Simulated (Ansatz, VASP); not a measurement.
BN in VASP and in Ansatz

```
B N
1.0
     2.51218    0.00000    0.00000
    -1.25609    2.17561    0.00000
     0.00000    0.00000    8.18137
B N
2 2
Direct
  0.33333 0.66667 0.25000
  0.66667 0.33333 0.75000
  0.33333 0.66667 0.75000
  0.66667 0.33333 0.25000
```

Alike in both runs: functional PBE; k mesh 7 × 7 × 3; no spin polarisation.

Ansatz relaxed the structure, and its values are those at the end. VASP's run is a single point on that final structure, the one shown.

|  | VASP | Ansatz |
| --- | --- | --- |
| version | VASP 6.6.1 | Ansatz 0.2.0 |
| potentials or method | VASP PAW PBE potentials, release 64 (B, N) | plane waves, PAW |
| plane-wave cutoff (eV) | 520 | 420 |
| occupations | gaussian, width 0.01 eV | fixed |
| valence electrons in the cell | 16 | 16 |

Ansatz gave:

| Property | Result |
| --- | --- |
| gap on the k mesh at the Fermi level (eV) | 4.71 |
| pressure (GPa) | 0.0 |

Question: Estimate VASP's values.

Answer: gap on the k mesh at the Fermi level (eV): 4.71; pressure (GPa): 0.1.

Caveats: an odd mesh through Γ misses points on the zone boundary, where band edges often lie; this functional lacks dispersion, which binds the layers, so the pressure and a relaxed spacing across them are unreliable.
